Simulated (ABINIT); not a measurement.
**Cu: single point with PBEsol**

Crystal: Cu.

```xyz
1
Lattice="0.0000 1.8075 1.8075 1.8075 0.0000 1.8075 1.8075 1.8075 0.0000" Properties=species:S:1:pos:R:3 pbc="T T T"
Cu    0.0000    0.0000    0.0000
```

```json
{
 "Program": "ABINIT 10.8.3 (patched build)",
 "Task": "single point",
 "Functional": "PBEsol",
 "Potentials or basis": "PseudoDojo NC SR PBEsol v0.4 stringent",
 "Cutoff": "1306 eV",
 "k mesh": "10 × 10 × 10",
 "Occupations": "fermi-dirac, width 0.05 eV",
 "Spin": "no spin polarisation"
}
```

The pressure is -8.1 GPa. The band gap on the k mesh is none (metal or under the smearing width). The valence electrons inside the program's atomic spheres are Cu 17.35 (radii [1.0584] Å).

Levels at points of the mesh, in eV from the Fermi level:
```tsv
k point	band 7	band 8	band 9	band 10	band 11	band 12	band 13	band 14
(0.00, 0.00, 0.00)	-2.89	-2.89	-2.03	-2.03	22.71	25.27	25.27	25.27
(0.50, 0.00, 0.00)	-2.91	-1.46	-1.46	-1.00	3.83	21.19	22.06	22.06
(0.50, 0.50, 0.00)	-1.47	-1.32	-1.32	1.49	7.19	13.07	13.07	17.66
```

Wall time 11 s on 4 MPI ranks on Intel(R) Xeon(R) Platinum 8259CL CPU @ 2.50GHz (Skylake/Cascade Lake) (shared host), peak memory 0.24 GiB a rank.
